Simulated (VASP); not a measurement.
# VASP 6.6.1 run: ZnSe

INCAR

```
NELM = 120
LASPH = .TRUE.
ENCUT = 520
ISIF = 2
SIGMA = 0.02
NELMDL = -8
LCHARG = .FALSE.
LREAL = .FALSE.
GGA = PE
PREC = Accurate
LWAVE = .FALSE.
ALGO = Fast
ISMEAR = -1
NBANDS = 16
IBRION = -1
EDIFF = 1E-7
NSW = 0
```

KPOINTS

```
KPOINTS created by Atomic Simulation Environment
0
Gamma
8 8 8
0 0 0
```

POSCAR

```
Zn Se
 1.0000000000000000
     0.0000000000000000    2.8324206844000002    2.9173933049000000
     2.8324206844000002    0.0000000000000000    2.9173933049000000
     2.8324206844000002    2.8324206844000002    0.0000000000000000
 Zn  Se
   1   1
Cartesian
  0.0000000000000000  0.0000000000000000  0.0000000000000000
  1.4162103421999999  1.4162103421999999  1.4586966524499998
```

The recommended PBE PAW datasets give the neutral cell 18 valence electrons.

Command

```
mpirun -np 1 vasp_std
```

Question: Predict the outcome of this run.

Answer: It converged. Results: gap between bands v and c on the k mesh 1.14 eV; least direct gap on the k mesh 1.14 eV; pressure 0.6 GPa. Band v is the last that the valence electrons fill when counted band by band, and c is the next.

OSZICAR

```
N       E                     dE             d eps       ncg     rms          rms(c)
DAV:   1     0.866133423887E+02    0.86613E+02   -0.86915E+03  1888   0.126E+03
DAV:   2    -0.883124791954E+00   -0.87496E+02   -0.82200E+02  2136   0.251E+02
DAV:   3    -0.627664723005E+01   -0.53935E+01   -0.53765E+01  2336   0.604E+01
DAV:   4    -0.631848958114E+01   -0.41842E-01   -0.41839E-01  2360   0.574E+00
DAV:   5    -0.631869392387E+01   -0.20434E-03   -0.20434E-03  2376   0.358E-01
DAV:   6    -0.631869572651E+01   -0.18026E-05   -0.18026E-05  2376   0.345E-02
DAV:   7    -0.631869574648E+01   -0.19977E-07   -0.19989E-07  2360   0.326E-03
DAV:   8    -0.631869574679E+01   -0.30604E-09   -0.29127E-09  1824   0.409E-04    0.451E+00
RMM:   9    -0.605136413443E+01    0.26733E+00   -0.52159E-01  2182   0.676E+00    0.357E+00
RMM:  10    -0.602839610721E+01    0.22968E-01   -0.10272E-01  2150   0.301E+00    0.139E+00
RMM:  11    -0.602877574962E+01   -0.37964E-03   -0.15407E-02  2396   0.892E-01    0.578E-01
RMM:  12    -0.602869533403E+01    0.80416E-04   -0.34816E-03  2188   0.651E-01    0.151E-01
RMM:  13    -0.602867095425E+01    0.24380E-04   -0.60541E-04  2448   0.255E-01    0.501E-02
RMM:  14    -0.602872252823E+01   -0.51574E-04   -0.14026E-04  2145   0.970E-02    0.372E-02
RMM:  15    -0.602872480215E+01   -0.22739E-05   -0.16146E-05  2274   0.352E-02    0.381E-03
RMM:  16    -0.602872527965E+01   -0.47750E-06   -0.27061E-06  2297   0.141E-02    0.245E-03
RMM:  17    -0.602872532140E+01   -0.41751E-07   -0.72255E-07  2227   0.888E-03
   1 F= -.60287253E+01 E0= -.60287253E+01  d E =-.271199E-12
```

For comparison, a separate PBE run of the intended cell, on usual settings and not on those above, gives a gap of 1.14 eV on its mesh and a pressure of 0.6 GPa.
